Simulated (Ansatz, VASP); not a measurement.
**Two plane-wave programs on Al**

```xyz
1
Lattice="-1.6343 1.6343 1.6343 1.6343 -1.6343 1.6343 1.6343 1.6343 -1.6343" Properties=species:S:1:pos:R:3 pbc="T T T"
Al    0.0000    0.0000    0.0000
```

Alike in both runs: task single point; functional BLYP; k mesh 15 × 15 × 15; occupations fermi-dirac, width 0.1 eV; no spin polarisation.

|  | VASP | Ansatz |
| --- | --- | --- |
| version | VASP 6.6.1 | Ansatz 0.2.0 |
| potentials or method | VASP PAW PBE potentials, release 64 (Al) | plane waves (420 eV) with PAW, scalar-relativistic |
| plane-wave cutoff (eV) | 520 | 420 |
| valence electrons in the cell | 3 | 3 |

Ansatz gave:

* pressure (GPa): 2.1

**Question.** Which values does VASP return?

**Answer.** Pressure (GPa): 2.2.

The functional is the same, so the differences come from potentials, cutoffs and numerics.

Caveats: the PAW data sets were made with another functional, which shifts forces and pressure a little (VASP).
